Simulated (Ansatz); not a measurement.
# Ge (P6_3mc) in Ansatz: single point with PBEsol

Aim: the single point of Ge with PBEsol.

Everything below comes from runs of Ansatz 0.2.0. Logs are shortened: lines on timing, memory, paths and dates and some standing lists are left out, and cuts for length are marked.

## 1. The structure

Symmetry: P6_3mc, No. 186, hexagonal system. The conventional cell has a = 4.050 Å, b = 4.050 Å, c = 10.993 Å, α = 90.00°, β = 90.00°, γ = 120.00°. Around Ge (site symmetry 3m) lie 3 Ge at 2.44 Å. Ge (site symmetry 3m) has 3 Ge at 2.44 Å as nearest neighbours.

This isn't the form of Ge at room conditions, which is diamond.

## 2. Single point, PBEsol

The input, input.yaml:

```yaml
crystal:
  lattice:
    - [4.0504045371, 0.0, 0.0]
    - [-2.0252022685, 3.5077532247, 0.0]
    - [0.0, 0.0, 10.993359]
  atoms:
    - { symbol: Ge, position: [0.6666666667, 0.3333333333, 0.414848] }
    - { symbol: Ge, position: [0.3333333333, 0.6666666667, 0.914848] }
    - { symbol: Ge, position: [0.0, 0.0, 0.477452] }
    - { symbol: Ge, position: [0.0, 0.0, 0.977452] }
kpoints:
  mp_grid: { grid: [5, 5, 2] }
scf:
  occupations: { method: fermi_dirac, width: 0.03 }
hamiltonian:
  xc: pbesol
  pseudopotentials: { kind: all_electron, lapw: { basis_error: 0.002 } }
output:
  forces: true
  stress: true
  eigenvalues: true
```

Potentials or basis: all-electron LAPW, scalar-relativistic.

Started as:

```bash
$ ansatz run input.yaml --threads 2 --pin off --max-ram 8192MiB --backend cpu --events-out ev --progress --plain --runs-dir out
```

The program printed:

```text
Warning: RAYON_NUM_THREADS=2 ignored (pool sized by the plan → 2); use --threads N
LAPW: plane waves up to 8.807 Å⁻¹, error target 2.0e-3 eV per atom; small_component_spin mean_spin; Ge in spheres of 1.219 Å, 22 of its electrons in bands, Dirac shells [] (how accurate: hamiltonian.pseudopotentials.lapw.basis_error, Limitations)
Engine: ansatz 0.2.0, aarch64-unknown-linux-gnu
Pseudopotentials: kind: all_electron
Pseudopotential: Ge, LAPW, valence charge 22, lapw/all_electron/scalar/gaussian/Ge, Koelling and Harmon's equation, gaussian nucleus
Functional definition: PBEsol
  exchange = pbesol_x
  correlation = pbesol_c
Crystal: 4 atoms, lattice volume = 156.192 Å³
Basis set: ecut = 295.5258692169196 eV, 1807 PW (Γ), exchange–correlation at level 2
Bands: 53, of which v1, the nominal top of the filled ones, is band 44 counted from 1 (43 counted from 0)
Symmetry: 12 space group operations
Space group: P63mc (ITA 186), of the structure as read, at distance tolerance 5.4e-5 Å
k-points: 10 of 50
Non-local potential: Ge, projectors of the file, none
Initial density: superposition of atomic densities (chi_scale 0.1, normalization cell)
Initial wavefunctions: plane waves of lowest kinetic energy (no species holds an atomic orbital)
Functional: x = pbesol(κ = 0.804, μ = 0.12345679012345678), c = pbesol(β = 0.046)
iter 1 solved again at ethr=1.09e-3 eV; its pass at ethr=1.00e-1 eV (dr2=9.61e-1 eV) is discarded
SCF iter   1: F=—  HF=-228297.294092 eV  |F-HF|=—  |Δ(HF+E_count)|=         —  Δρ=2.14e-2  dr2=9.64e-1  ethr=1.09e-3  ⟨swp⟩=2.0  Hψ=3366  notcnv=0
preconditioner: auto → Resta (q_TF=auto, 2.479 Å⁻¹)  ε∞=1.9  [insulator: Δε(μ)=0.622 eV  Ē_g=22.852 eV  σ=0.030 eV  W_gap=1.00  n_scr=38 (ndim 8)  ℏωp=22.2 eV  f_vac=0.380  D(μ)=0.00/eV (n_scr^D=0)  ε∞_Penn≈1.9]
SCF iter   2: F=—  HF=-228297.051335 eV  |F-HF|=—  |Δ(HF+E_count)|=   2.43e-1  Δρ=1.12e-2  dr2=2.83e-1  ethr=1.09e-3  ⟨swp⟩=2.0  Hψ=1570  notcnv=0
iter 3 solved again at ethr=2.12e-6 eV; its pass at ethr=3.22e-4 eV (dr2=1.87e-3 eV) is discarded
SCF iter   3: F=—  HF=-228296.990366 eV  |F-HF|=—  |Δ(HF+E_count)|=   6.10e-2  Δρ=1.08e-3  dr2=1.87e-3  ethr=2.12e-6  ⟨swp⟩=2.2  Hψ=2764  notcnv=0
SCF iter   4: F=—  HF=-228296.968978 eV  |F-HF|=—  |Δ(HF+E_count)|=         —  Δρ=6.89e-4  dr2=1.23e-3  ethr=2.12e-6  ⟨swp⟩=3.0  Hψ=1649  notcnv=0
the basis was enlarged: its passes take 233.5 KiB over the memory plan, 2 of 2 planned eigensolver slots
SCF iter   5: F=—  HF=-228296.970385 eV  |F-HF|=—  |Δ(HF+E_count)|=   1.41e-3  Δρ=1.29e-4  dr2=7.08e-5  ethr=1.40e-6  ⟨swp⟩=3.0  Hψ=1579  notcnv=0
SCF iter   6: F=—  HF=-228296.970490 eV  |F-HF|=—  |Δ(HF+E_count)|=   1.05e-4  Δρ=5.30e-5  dr2=1.05e-5  ethr=8.04e-8  ⟨swp⟩=3.0  Hψ=1556  notcnv=0
SCF iter   7: F=—  HF=-228296.970529 eV  |F-HF|=—  |Δ(HF+E_count)|=   3.89e-5  Δρ=2.04e-5  dr2=1.27e-6  ethr=1.19e-8  ⟨swp⟩=3.0  Hψ=1560  notcnv=0
SCF iter   8: F=—  HF=-228296.970528 eV  |F-HF|=—  |Δ(HF+E_count)|=   1.39e-8  Δρ=1.05e-5  dr2=3.74e-7  ethr=1.45e-9  ⟨swp⟩=3.0  Hψ=1512  notcnv=0
SCF iter   9: F=-228296.970529 eV  HF=-228296.970529 eV  |F-HF|=1.34e-7  |Δ(HF+E_count)|=   4.37e-7  Δρ=3.38e-6  dr2=3.38e-8  ethr=4.25e-10  ⟨swp⟩=3.0  Hψ=1521  notcnv=0
SCF 1 converged in 9 iterations: F = -228296.970529 eV  dr2 = 3.38e-8
SCF converged after 9 iterations
Free energy (F): -228296.970529 eV
Harris-Foulkes:  -228296.970529 eV  (|F-HF|=1.34e-7)
Internal energy: -228296.970529 eV  (E = F + TS)
E sigma→0 (E₀):  -228296.970529 eV
Entropy (-TS):   -0.000000 eV (-0.000 meV/atom)
Fermi energy:    3.607807 eV
--- Per-component energies (eV) ---
  E_band       = -4687.468306
  E_kinetic    = 233056.786686
  E_xc         = -8507.028453
  E_electrostatic = -452846.728762  (all electrons and nuclei)
  E_smearing   = -0.000000  (= −TS)
  E_closure    = 0.000000  (closes the sum)
  E_atoms      = -228279.676078  (free atoms, spherical and without spin; not in F)
  Σ components = -228296.970529   (vs F -228296.970529, Δ=0.00e0)
  Basis errors (estimates in eV, not in F): energy 9.6e-4 per atom: plane waves 9.0e-4 (5.6e-4 summed), levels above the bands 4.5e-86, relativity 2.5e-8, radial functions 6.1e-5, core shells 4.5e-10; eigenvalues (radial functions only) 7.1e-7; not estimated: angular momenta, meshes, grids; target (lapw.basis_error) 2.0e-3; muffin-tin radii Ge 1.219 Å
--- Forces (eV/Å), atoms counted from 1 ---
  atom   1  Ge     0.00000000     0.00000000     0.16262751
  atom   2  Ge    -0.00000000     0.00000000     0.16262751
  atom   3  Ge    -0.00000000    -0.00000000    -0.16261786
  atom   4  Ge     0.00000000     0.00000000    -0.16261786
  max |Σ_I F_I| component: 1.93e-5 eV/Å
--- Stress (GPa, compression-positive) ---
       -1.940829      -0.000000      -0.000000
       -0.000000      -1.940829       0.000000
       -0.000000       0.000000      -0.638975
  P = ⅓ Tr σ = -1.5069 GPa (-15.069 kbar)
--- Band table (eV; the first three rows and the last of 10) ---
  k-point 0: bands = ["-159.4678", "-159.4678", "-159.4602", "-159.4602", "-106.8386", "-106.8386", "-106.8298", "-106.8298", "-106.7476", "-106.7476", "-106.7476", "-106.7476", "-106.7353", "-106.7353", "-106.7353", "-106.7353", "-20.8570", "-20.8570", "-20.8570", "-20.8570", "-20.8093", "-20.8093", "-20.8093", "-20.8093", "-20.8076", "-20.8075", "-20.7411", "-20.7411", "-20.6311", "-20.6311", "-20.6311", "-20.6311", "-20.5960", "-20.5960", "-20.5960", "-20.5960", "-7.6063", "-7.5755", "-0.1193", "0.3304", "3.1753", "3.1753", "3.1861", "3.1861", "3.9810", "4.1691", "5.2742", "7.4073", "7.4516", "7.4516", "7.4817", "7.4817", "9.8260"]
  k-point 1: bands = ["-159.4678", "-159.4678", "-159.4602", "-159.4602", "-106.8386", "-106.8386", "-106.8298", "-106.8298", "-106.7476", "-106.7476", "-106.7476", "-106.7476", "-106.7353", "-106.7353", "-106.7353", "-106.7353", "-20.8570", "-20.8570", "-20.8570", "-20.8570", "-20.8093", "-20.8093", "-20.8093", "-20.8093", "-20.8075", "-20.8075", "-20.7411", "-20.7411", "-20.6311", "-20.6311", "-20.6311", "-20.6311", "-20.5960", "-20.5960", "-20.5960", "-20.5960", "-7.5910", "-7.5910", "0.0909", "0.0909", "3.1807", "3.1807", "3.1807", "3.1807", "4.0330", "4.0330", "6.2436", "6.2436", "7.4664", "7.4664", "7.4664", "7.4664", "10.0371"]
  k-point 2: bands = ["-159.4678", "-159.4678", "-159.4602", "-159.4602", "-106.8387", "-106.8387", "-106.8298", "-106.8298", "-106.7478", "-106.7478", "-106.7470", "-106.7470", "-106.7359", "-106.7359", "-106.7351", "-106.7351", "-20.8709", "-20.8708", "-20.8677", "-20.8677", "-20.8302", "-20.8301", "-20.7930", "-20.7930", "-20.7800", "-20.7800", "-20.7189", "-20.7189", "-20.6608", "-20.6608", "-20.6596", "-20.6596", "-20.5809", "-20.5809", "-20.5686", "-20.5686", "-7.1761", "-7.1460", "-0.7484", "-0.6574", "1.2779", "1.7217", "2.4892", "2.5114", "5.4848", "5.5325", "5.5443", "6.7077", "7.8925", "8.3466", "8.8113", "8.8676", "9.3616"]
  k-point 9: bands = ["-159.4677", "-159.4677", "-159.4603", "-159.4603", "-106.8387", "-106.8387", "-106.8299", "-106.8299", "-106.7483", "-106.7483", "-106.7450", "-106.7450", "-106.7378", "-106.7378", "-106.7346", "-106.7346", "-20.8937", "-20.8937", "-20.8653", "-20.8653", "-20.8604", "-20.8604", "-20.7721", "-20.7721", "-20.7382", "-20.7382", "-20.6999", "-20.6999", "-20.6945", "-20.6945", "-20.6598", "-20.6598", "-20.6202", "-20.6202", "-20.5167", "-20.5167", "-5.2139", "-5.2139", "-3.9790", "-3.9790", "0.3426", "0.3426", "3.0233", "3.0233", "4.1315", "4.1315", "7.4832", "7.4832", "8.2621", "8.2621", "10.2527", "10.2527", "10.8789"]
```

Wall time 16 s (2 threads of Arm Neoverse V2, shared host); peak memory 0.43 GiB.

Results:

| Quantity | Value |
| --- | --- |
| Free energy | -228296.9705 eV |
| Pressure | -1.5 GPa |
| Largest force | 0.163 eV/Å |
| Band gap on the k mesh | 0.79 eV, direct |

Forces in eV/Å, atoms in the order of the input:
```
Ge   0.000  0.000  0.163
Ge   0.000  0.000  0.163
Ge   0.000  0.000 -0.163
Ge   0.000  0.000 -0.163
```

Stress tensor (GPa, compression positive):
```
-1.94  0.00  0.00
 0.00 -1.94  0.00
 0.00  0.00 -0.64
```

Caveat: an odd mesh through Γ misses points on the zone boundary, where band edges often lie.
